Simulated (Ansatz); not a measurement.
# Se: stress in a strained cell

Aim: deform Se (zz strain of +1 %) and compute stress, forces and field gradients with LAPW, PAW and all-electron datasets made for the crystal.

Method: DFT PBEsol, scalar-relativistic, in Ansatz 0.2.0.

## Step 1: Starting point

It takes space group P3_121 (No. 152, trigonal). Conventional cell: a = 4.366 Å, b = 4.366 Å, c = 4.954 Å, α = 90.00°, β = 90.00°, γ = 120.00°. Around Se (site symmetry 2) lie 2 Se at 2.37 Å.

Coordinates:

```cif
data_structure
_symmetry_space_group_name_H-M 'P 1'
_symmetry_Int_Tables_number 1
_cell_length_a 4.3662
_cell_length_b 4.3662
_cell_length_c 4.9536
_cell_angle_alpha 90.000
_cell_angle_beta 90.000
_cell_angle_gamma 120.000
_cell_volume 81.78
loop_
_atom_site_label
_atom_site_type_symbol
_atom_site_fract_x
_atom_site_fract_y
_atom_site_fract_z
_atom_site_occupancy
Se1 Se 0.22540 0.00000 0.33333 1
Se2 Se 0.00000 0.22540 0.66667 1
Se3 Se 0.77460 0.77460 0.00000 1
```

Atoms are numbered in the order of the input: Se1, Se2, Se3.

## Step 2: After the deformation

Space group P3_121 before, P3_121 after.

## Step 3: All-electron LAPW

Contents of input.yaml:

```yaml
crystal:
  lattice:
    - [4.3661999489, 0.0, 0.0]
    - [-2.1830999745, 3.7812400738, 0.0]
    - [0.0, 0.0, 5.003136]
  atoms:
    - { symbol: Se, position: [0.2254, 0.0, 0.3333333333] }
    - { symbol: Se, position: [0.0, 0.2254, 0.6666666667] }
    - { symbol: Se, position: [0.7746, 0.7746, 0.0] }
kpoints:
  mp_grid: { grid: [6, 6, 5] }
  band_path:
    path:
      - [0.0, 0.0, 0.0]
      - [0.5, 0.0, 0.0]
      - [0.3333333333, 0.3333333333, 0.0]
      - [0.0, 0.0, 0.0]
      - [0.0, 0.0, 0.5]
      - [0.5, 0.0, 0.5]
      - [0.3333333333, 0.3333333333, 0.5]
      - [0.0, 0.0, 0.5]
      - [0.5, 0.0, 0.5]
    npoints: 5
scf:
  occupations: { method: fermi_dirac, width: 0.03 }
hamiltonian:
  xc: pbesol
  pseudopotentials: { kind: all_electron, lapw: { basis_error: 0.001 } }
output:
  forces: true
  stress: true
  eigenvalues: true
```

Run with:

```console
ansatz run input.yaml --threads 1 --pin off --max-ram 6144MiB --backend cpu --events-out ev --progress --plain --runs-dir out
```

## Step 4: PAW on the default files

Contents of input.yaml:

```yaml
crystal:
  lattice:
    - [4.3661999489, 0.0, 0.0]
    - [-2.1830999745, 3.7812400738, 0.0]
    - [0.0, 0.0, 5.003136]
  atoms:
    - { symbol: Se, position: [0.2254, 0.0, 0.3333333333] }
    - { symbol: Se, position: [0.0, 0.2254, 0.6666666667] }
    - { symbol: Se, position: [0.7746, 0.7746, 0.0] }
kpoints:
  mp_grid: { grid: [6, 6, 5] }
scf:
  occupations: { method: fermi_dirac, width: 0.03 }
hamiltonian:
  xc: pbesol
  pseudopotentials: { kind: paw }
output:
  forces: true
  stress: true
  eigenvalues: true
  efg: { contact_densities: true }
  write_density: true
  write_potential: true
  elf: true
  volumetric_format: npy
```

## Step 5: Datasets made for this crystal

input.yaml: that of step 4 with these lines changed.

```diff
@@ -15,3 +15,3 @@
   xc: pbesol
-  pseudopotentials: { kind: paw }
+  pseudopotentials: { kind: all_electron, datasets: crystal }
 output:
@@ -21,5 +21 @@
   efg: { contact_densities: true }
-  write_density: true
-  write_potential: true
-  elf: true
-  volumetric_format: npy
```

(Steps that only read results are left out.)

Q: Predict the outcome of this session. Wanted: pressure; largest shear or deviatoric stress.

**Answer**, as computed:

| quantity | value |
| --- | --- |
| pressure | LAPW -0.60, PAW -0.59, crystal datasets -0.60 GPa |
| largest shear or deviatoric stress (LAPW) | 0.46 GPa |

The largest part of the stress beyond the pressure is 0.46 GPa in size, in the zz component; the atoms are carried along and not relaxed. No run of the undeformed cell stands beside it, so the pressure holds what the given cell had before the change. PAW: stress within 0.01 GPa of LAPW, forces within 5 meV/Å. Crystal datasets: stress within 0.01 GPa of LAPW, forces within 1 meV/Å.
